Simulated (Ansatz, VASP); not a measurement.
NiO: VASP beside Ansatz

```
Ni O
1.0
     0.00000    2.08590    2.08590
     2.08590    0.00000    2.08590
     2.08590    2.08590    0.00000
Ni O
1 1
Direct
  0.00000 0.00000 0.00000
  0.50000 0.50000 0.50000
```

Alike in both runs: task relaxation of cell and atoms; functional PBE; k mesh 11 × 11 × 11; occupations fermi-dirac, width 0.05 eV; collinear spin, ferromagnetic start.

|  | VASP | Ansatz |
| --- | --- | --- |
| version | VASP 6.6.1 | Ansatz 0.2.0 |
| potentials or method | VASP PAW PBE potentials, release 54 (Ni, O) | Ansatz PAW |
| plane-wave cutoff (eV) | 580 | 420 |
| valence electrons in the cell | 16 | 24 |

|  | VASP | Ansatz | Ansatz less VASP |
| --- | --- | --- | --- |
| net moment per atom (μB) | 0.89 | 0.91 | +0.020 |
| size of the moment on the site where the two differ most (μB) | 0.27 | 0.29 | +0.024 |
| relaxed volume (Å³/atom) | 9.35 | 9.37 | +0.027 |
| relaxed cell length with the largest relative difference (Å) | 2.979 | 2.982 | +0.0029 |
| energy change over the relaxation (meV/atom) | -4 | -5 | -1.1 |

Site moments also hang on the region over which each program counts them. The two sets of potentials don't hold the same shells in valence.

Caveats: a cell with one magnetic atom can't hold antiferromagnetic order, which such compounds often take; the plane-wave basis is chosen anew once the cell has moved, so the energies of steps on either side of that aren't comparable (Ansatz); the pressure holds a Pulay correction of +0.7 GPa for the finite cutoff (Ansatz). PBE usually gives volumes a little too large and moduli too small. Zero-point motion and thermal expansion aren't in these numbers.
